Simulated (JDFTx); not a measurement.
Runs of JDFTx 1.7.0 (patched build) on Cl. The structure is orthorhombic, space group Cmce (No. 64). The conventional cell has a = 6.290 Å, b = 4.500 Å, c = 8.210 Å, α = 90.00°, β = 90.00°, γ = 90.00°. Around Cl (site symmetry m) lie 1 Cl at 2.02 Å. 

```csv
task,level,potentials or basis,cell,k mesh,cutoff (eV),local potential set to -Z/r beyond,max SCF steps,SCF threshold on the energy,solver of the electrons,further solve for the empty bands,gap on the mesh (eV),pressure (GPa),largest force (eV/Å)
relaxation of cell and atoms,LDA,PseudoDojo-SR-LDA-0.4.1-standard with smoothed tails,relaxed,6 × 6 × 3,762,6 bohr,100,1e-09 Ha,scf,no,1.83,0.0,-
single point,LDA,PseudoDojo-SR-LDA-0.4.1-standard,as given,7 × 7 × 4,762,-,100,1e-09 Ha,scf,yes,2.32,-2.5,0.21
single point,LDA,PseudoDojo-SR-LDA-0.4.1-standard with smoothed tails,as given,7 × 7 × 4,762,6 bohr,100,1e-09 Ha,scf,yes,2.32,-2.5,0.21
single point,PBE,PseudoDojo-SR-PBE-0.5-standard,as given,7 × 7 × 4,789,-,100,1e-09 Ha,scf,yes,(b),0.6,0.09
single point,PBEsol,PseudoDojo-SR-PBEsol-0.4.1-standard,as given,7 × 7 × 4,789,-,100,1e-09 Ha,scf,yes,2.41,-0.9,0.17
single point,PBE,PseudoDojo-SR-PBE-0.5-standard,as given,5 × 5 × 3,789,-,100,1e-09 Ha,scf,yes,(a),0.6,0.09
```

Alike in all rows: no spin polarisation; smearing fermi-dirac 0.05 eV.

Question: Estimate the missing entries.

Answer: (a) 2.48; (b) 2.47.

Caveats: an odd mesh through Γ misses points on the zone boundary, where band edges often lie; the empty levels aren't tightly converged (some runs).

Not every run made on this cell is shown here.
